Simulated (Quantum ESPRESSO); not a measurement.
**GaN in Quantum ESPRESSO: the effect of functional**

GaN:

```
CELL_PARAMETERS angstrom
0.00000 2.25350 2.25350
2.25350 0.00000 2.25350
2.25350 2.25350 0.00000
ATOMIC_POSITIONS crystal
Ga 0.00000 0.00000 0.00000
N 0.25000 0.25000 0.25000
```

The cell is a database's computed one.

Alike in all runs:

* Program: Quantum ESPRESSO 7.5
* Task: band structure
* Potentials or basis: SG15 PBE 1.2
* Cutoff: 1197 eV
* Density cutoff: 4789 eV
* k mesh: 10 × 10 × 10
* Occupations: fermi-dirac, width 0.05 eV
* Spin: no spin polarisation

```tsv
functional	gap on the mesh (eV)	pressure (GPa)
LDA	1.54	-4.4
PBEsol	1.65	0.2
PBE	1.78	5.4
RPBE	1.90	9.4
AM05	1.69	0.2
EV93PW91	?	?
BLYP	1.87	10.5
```

Q: What does the run with functional EV93PW91 give?

A: gap on the mesh 2.31 eV; pressure 22.6 GPa.

Caveats: the potentials were made for another functional, which shifts forces and pressure (some runs); the potentials were made for a functional far from this one (some runs).

